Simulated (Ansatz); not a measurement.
The system is Nb.

```xyz
1
Lattice="-1.6640 1.6640 1.6640 1.6640 -1.6640 1.6640 1.6640 1.6640 -1.6640" Properties=species:S:1:pos:R:3 pbc="T T T"
Nb    0.0000    0.0000    0.0000
```

Base run:

```yaml
Program: Ansatz 0.2.0
Functional: revPBE
Potentials_or_basis: Ansatz PAW
Cutoff: "420 eV (not typed: the program's choice for these potentials)"
k_mesh: 11 × 11 × 11
Occupations: fermi-dirac, width 0.05 eV
Spin: no spin polarisation
```

Its results: band gap on the k mesh none (metal or under the smearing width); pressure 0.0 GPa.

Question: After a change of settings the same cell gave: band gap on the k mesh none (metal or under the smearing width); pressure 0.8 GPa. Which change was it?
A. functional from revPBE to r2SCANh; cutoff from 420 eV (not typed: the program's choice for these potentials) to 500 eV (not typed: the program's choice for these potentials); k mesh from 11 × 11 × 11 to 6 × 6 × 6
B. functional from revPBE to RPBE
C. functional from revPBE to r2SCAN0; cutoff from 420 eV (not typed: the program's choice for these potentials) to 500 eV (not typed: the program's choice for these potentials); k mesh from 11 × 11 × 11 to 6 × 6 × 6
D. functional from revPBE to HSEsol; k mesh from 11 × 11 × 11 to 6 × 6 × 6

Answer: B.

Caveats: the PAW data sets come from PBE, with cores solved anew for the run's functional, which leaves a small shift of forces and pressure.

Runs at the PBE level aren't shown here.
